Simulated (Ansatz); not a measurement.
**YN (Fm-3m) from LDA to hybrids**

All numbers come from the PAW code Ansatz. (Simulation; no magnetic order is allowed.)

Structure: a 2-atom cell of YN started from a crystallographic database, at its r2SCAN minimum. It is cubic, Fm-3m (No. 225); a = 4.896 Å in the conventional setting, 14.67 Å³ an atom. Y is surrounded by 6 N at 2.45 Å; N is surrounded by 6 Y at 2.45 Å.

```xyz
2
Lattice="0.0000 2.4480 2.4480 2.4480 0.0000 2.4480 2.4480 2.4480 0.0000" Properties=species:S:1:pos:R:3 pbc="T T T"
Y     0.0000    0.0000    0.0000
N     2.4480    2.4480    2.4480
```

Relaxed lattice by functional, symmetry kept:

| functional | k mesh | a (Å) | volume (Å³/atom) |
| --- | --- | --- | --- |
| PBE | 8×8×8 | 4.906 | 14.76 |
| r2SCAN | 8×8×8 | 4.896 | 14.67 |
| PBEsol | 8×8×8 | 4.857 | 14.32 |
| LDA | 8×8×8 | 4.820 | 14.00 |
| HSE06 | 6×6×6 | 4.883 | 14.55 |

On this one geometry the levels give:
```csv
level,k mesh,gap (eV),kind,edges,least direct gap (eV),rough cost
LDA,10×10×10,0.11,indirect,Γ → X,0.50,0.7 core-seconds
PBE,10×10×10,0.20,indirect,Γ → X,0.59,0.8 core-seconds
PBE+SOC,10×10×10,0.18,indirect,Γ → X,0.55,2.6 core-seconds
r2SCAN,10×10×10,0.58,indirect,Γ → X,0.98,1.5 core-seconds
r2SCANh,6×6×6,1.15,indirect,Γ → X,1.58,29 core-seconds
HSE06,6×6×6,1.09,indirect,Γ → X,1.56,28 core-seconds
HSE06+SOC,6×6×6,1.07,indirect,Γ → X,1.51,90 core-seconds
DDH-PBE0,6×6×6,0.65,indirect,Γ → X,1.06,30 core-seconds
PBE0,6×6×6,1.76,indirect,Γ → X,2.23,28 core-seconds
```
PBE, PBE+SOC, HSE06+SOC: smearing of 0.02 eV; the others have fixed occupations.
Wave cutoffs: 420 eV, 500 eV (r2SCAN, r2SCANh). Set aside, since their points miss a band edge that the other levels read or their mesh is too coarse: LC-ωPBE.
Costs come from shared machines and give only the order; PBE's includes the band path.

HSE06 gives an indirect gap of 1.09 eV, from Γ to X; the least direct gap is 1.56 eV at X. Spin-orbit coupling changes the PBE gap by -0.02 eV, to 0.18 eV; at Γ the threefold valence level splits into a fourfold and a twofold level 0.056 eV apart, the fourfold one on top. Spin-orbit coupling changes the HSE06 gap by -0.02 eV, to 1.07 eV; at Γ the threefold valence level splits into a fourfold and a twofold level 0.071 eV apart, the fourfold one on top.

r2SCAN covers 43 % of the step from PBE to HSE06, while HSE06 needs about 18 times r2SCAN's cost (on a coarser mesh). For gaps to 0.1 eV, spin-orbit coupling (up to 0.05 eV here) is at the margin. All these functionals give a gap of the same kind, indirect.

r2SCAN (ground state on 8×8×8): The electronic dielectric tensor ε∞ is 9.57 in all directions. Born charges, averaged over directions: Y +4.29, N -4.29 e. PBE (ground state on 8×8×8): The clamped-ion dielectric constant comes out as 12.89 in all directions. Born charges, averaged over directions: Y +4.57, N -4.57 e.

Only the levels marked +SOC include spin-orbit coupling.

Gaps or overlaps of about a tenth of an eV are at the limit of these meshes: between the points read a gap can be smaller or closed.

The meshes of the hybrids are coarse, so their gaps aren't converged to the digits shown.
